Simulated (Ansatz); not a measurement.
# LiH: the cost of one run

Computed with Ansatz 0.2.0 (DFT PBE, scalar-relativistic, plane waves, PAW, unless a step's input says otherwise).

## Step 1: The system as given

The structure is tetragonal, space group P4/mmm (No. 123). The conventional cell has a = 2.900 Å, b = 2.900 Å, c = 14.000 Å, α = 90.00°, β = 90.00°, γ = 90.00°. Around Li (site symmetry 4/mmm) lie 4 H at 2.05 Å. H (site symmetry 4/mmm) is surrounded by 4 Li at 2.05 Å.

As a file:

```xyz
2
Lattice="2.8996 0.0000 0.0000 0.0000 2.8996 0.0000 0.0000 0.0000 14.0000" Properties=species:S:1:pos:R:3 pbc="T T F"
Li    1.4498    1.4498    7.0000
H     0.0000    0.0000    7.0000
```

A structure generator made this guess: random sheet by layer group and Wyckoff sites. Its size is a rough estimate.

It is a sheet, periodic along a and b, with vacuum along c; volumes and pressures of the box carry no meaning, and space groups named for it are those of the box.

## Step 2: Probe: one point on a coarse mesh

The input, input.yaml:

```yaml
crystal:
  lattice:
    - [2.899626, 0.0, 0.0]
    - [0.0, 2.899626, 0.0]
    - [0.0, 0.0, 14.0]
  atoms:
    - { symbol: Li, position: [0.5, 0.5, 0.5] }
    - { symbol: H, position: [0.0, 0.0, 0.5] }
  periodic: [true, true, false]
basis:
  ecutwfc: 420
kpoints:
  mp_grid: { grid: [6, 6, 1] }
hamiltonian:
  xc: pbe
scf:
  occupations: { method: gaussian, width: 0.1 }
  lower_state_search: "off"
output:
  forces: true
  stress: true
  eigenvalues: true
```

On the command line:

```
> ansatz run input.yaml --threads 1 --pin off --max-ram 2048MiB --backend cpu --events-out ev --progress --plain --runs-dir out
```

What time and memory should one allow on 1 thread of Arm Neoverse V1, shared host?

About 1.3 s, with a peak of 0.29 GiB.
